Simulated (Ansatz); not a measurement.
Runs of Ansatz 0.2.0 on PbSe (Clausthalite). Symmetry: Fm-3m, No. 225, cubic system. Conventional cell: a = 6.121 Å, b = 6.121 Å, c = 6.121 Å, α = 90.00°, β = 90.00°, γ = 90.00°. Pb (site symmetry m-3m) is surrounded by 6 Se at 3.06 Å. Se (site symmetry m-3m) has 6 Pb at 3.06 Å as nearest neighbours. 

```tsv
task	level	cell	k mesh	points for each segment of the path	q mesh	mesh quality	gap on the mesh (eV)	pressure (GPa)	relaxed volume (Å³/atom)
band structure	HISS	as given	4 × 4 × 4	4	-	coarse	0.82	-	-
phonons	LDA	as given	6 × 6 × 6	8	2 × 2 × 2	not flagged	(b)	-	-
relaxation of cell and atoms	PBE+D3(BJ)	relaxed	8 × 8 × 8	-	-	not flagged	0.31	0.0	28.84
relaxation of cell and atoms	PBEsol+D4	relaxed	8 × 8 × 8	-	-	not flagged	0.09	0.0	(a)
relaxation of cell and atoms	revPBE	relaxed	8 × 8 × 8	-	-	not flagged	(c)	0.0	30.86
```

Alike in all rows: potentials or basis Ansatz PAW; no spin polarisation; cutoff (eV) 420; smearing fermi-dirac 0.05 eV.

Q: Fill in the values left out.

A: (a) 27.76; (b) 0.19; (c) 0.57.

Caveats: some runs use coarse meshes; spin-orbit coupling is left out, which as a rule narrows the gap of such compounds by several tenths of an eV; the PAW data sets come from PBE, with cores solved anew for the run's functional, which leaves a small shift of forces and pressure (some runs); the plane-wave basis is chosen anew once the cell has moved, so the energies of steps on either side of that aren't comparable (some runs); some modes are imaginary (some runs); the gap is small at this level, which inflates the dielectric constant (some runs); the potentials were made for another functional, which shifts forces and pressure (some runs).

A k mesh can miss the band edges, and the runs leave out spin-orbit coupling on Pb, Se.

Not every run made on this cell is shown here.
